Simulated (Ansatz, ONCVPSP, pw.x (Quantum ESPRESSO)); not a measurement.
**pw.x on fcc Ru: one setting changed**

Potential: optimised norm-conserving Vanderbilt (ONCV), ONCVPSP 4.0.1.1 (patched build), PBEsol; core [Ar] 3d10, reference 4s2 4p6 4d7 5s1; waves: 4s+5s: rc 2.14 bohr, ncon 4, nbas 7, qcut 8.6 1/bohr, 2 projectors; 4p: rc 1.70 bohr, ncon 5, nbas 9, qcut 11.1 1/bohr, 1 projector; 4d: rc 1.82 bohr, ncon 4, nbas 8, qcut 7.2 1/bohr, 1 projector; local part: polynomial inside 1.46 bohr (lpopt 5, dvloc0 3 Ha); core correction: none.

The reference run (k-mesh 15³, cutoffs 100/400 Ry, Fermi–Dirac 0.01 Ry, mixing_beta 0.4, conv_thr 1e-9, no spin) gives 2.00 GPa at 13.350 Å³/atom, where all-electron LAPW gives 1.19 GPa. This run, with its own iteration cap, changes smearing to mv.

```
&control
  calculation='scf', prefix='x', pseudo_dir='./', outdir='./tmp', tstress=.true., disk_io='none'
/
&system
  ibrav=0, nat=1, ntyp=1, ecutwfc=100, ecutrho=400, nbnd=16,
  occupations='smearing', smearing='mv', degauss=0.01
/
&electrons
  conv_thr=1e-09, mixing_beta=0.4, electron_maxstep=60
/
ATOMIC_SPECIES
Ru 1.0 Ru.UPF
CELL_PARAMETERS angstrom
  0.00000000 1.88285593 1.88285593
  1.88285593 0.00000000 1.88285593
  1.88285593 1.88285593 0.00000000
ATOMIC_POSITIONS crystal
Ru 0.0000 0.0000 0.0000
K_POINTS automatic
15 15 15 0 0 0
```

```bash
pw.x < Ru.scf.in > Ru.scf.out
```

Question: How does the run end?

Answer: It converges in 8 iterations; the free energy moves by +29.4 meV/atom and the pressure by -0.62 GPa. This scheme is built to cancel the term in the square of the width that Fermi–Dirac smearing leaves in the F of a metal.

```
Message from routine setup:
     using ibrav=0 with symmetry is DISCOURAGED, use correct ibrav instead
     lattice parameter (alat)  =       5.0319  a.u.
     unit-cell volume          =      90.0903 (a.u.)^3
     number of electrons       =        16.00
     number of Kohn-Sham states=           16
     kinetic-energy cutoff     =     100.0000  Ry
     charge density cutoff     =     400.0000  Ry
     scf convergence threshold =      1.0E-09
     Exchange-correlation= PBESOL
     number of k points=   120  Marzari-Vanderbilt smearing, width (Ry)=  0.0100
     iteration #  1     ecut=   100.00 Ry     beta= 0.40
     total energy              =    -190.23517198 Ry
     estimated scf accuracy    <       0.13758900 Ry
     iteration #  2     ecut=   100.00 Ry     beta= 0.40
     total energy              =    -190.25269248 Ry
     estimated scf accuracy    <       0.00497343 Ry
     iteration #  3     ecut=   100.00 Ry     beta= 0.40
     total energy              =    -190.25297005 Ry
     estimated scf accuracy    <       0.00078920 Ry
     [... 2 iterations left out ...]
     iteration #  6     ecut=   100.00 Ry     beta= 0.40
     total energy              =    -190.25302203 Ry
     estimated scf accuracy    <       0.00000028 Ry
     iteration #  7     ecut=   100.00 Ry     beta= 0.40
     total energy              =    -190.25302205 Ry
     estimated scf accuracy    <          3.9E-09 Ry
     iteration #  8     ecut=   100.00 Ry     beta= 0.40
     the Fermi energy is    23.8695 ev
!    total energy              =    -190.25302205 Ry
     estimated scf accuracy    <          2.7E-11 Ry
     smearing contrib. (-TS)   =       0.00004472 Ry
     The total energy is F=E-TS. E is the sum of the following terms:
     one-electron contribution =     -33.47483499 Ry
     hartree contribution      =      28.16059894 Ry
     xc contribution           =     -20.00099654 Ry
     ewald contribution        =    -164.93783418 Ry
     convergence has been achieved in   8 iterations
          total   stress  (Ry/bohr**3)                   (kbar)     P=       13.82
     Message from routine punch:
     Nothing written, as per user request (disk_io='none')
```

The run took about 73 s on one core of a shared host (Neoverse-N1, 64 threads, 124 GiB, load 59).
